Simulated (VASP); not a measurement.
Here is a VASP 6.6.1 calculation.

The input INCAR:

```
SYSTEM = BN
PREC = Accurate
ENCUT = 600
EDIFF = 1E-7
ISMEAR = 0
SIGMA = 0.03
LREAL = .FALSE.
LASPH = .TRUE.
NELM = 80
ALGO = Normal
ISIF = 4
LWAVE = .FALSE.
LCHARG = .FALSE.
GGA = PS
IBRION = 2
NSW = 40
EDIFFG = -0.01
```

KPOINTS

```
Automatic mesh
0
G
  12 12 4
  0 0 0
```

POSCAR

```
BN                                      
1.0
    2.5049462937      0.0000000000      0.0000000000
   -1.2524731469      2.1693471255      0.0000000000
    0.0000000000      0.0000000000      6.8710655874
  B               N             
     2     2
Direct
     0.3333333332999970    0.6666666667000030    0.2500000000000000
     0.6666666667000030    0.3333333332999970    0.7500000000000000
     0.3333333332999970    0.6666666667000030    0.7500000000000000
     0.6666666667000030    0.3333333332999970    0.2500000000000000
```

Potentials or basis: VASP PAW PBE potentials, release 64 (B, N).

Run with:

```bash
$ cat potpaw_PBE.64/B/POTCAR potpaw_PBE.64/N/POTCAR > POTCAR
$ mpirun -np 1 vasp_std > vasp.out
```

(1) Predict the band gap on the k mesh.

Answers

(1) 4.22 eV, indirect (least direct gap 4.59 eV).

Caveat: the relaxation stopped at its first step, so nothing moved.
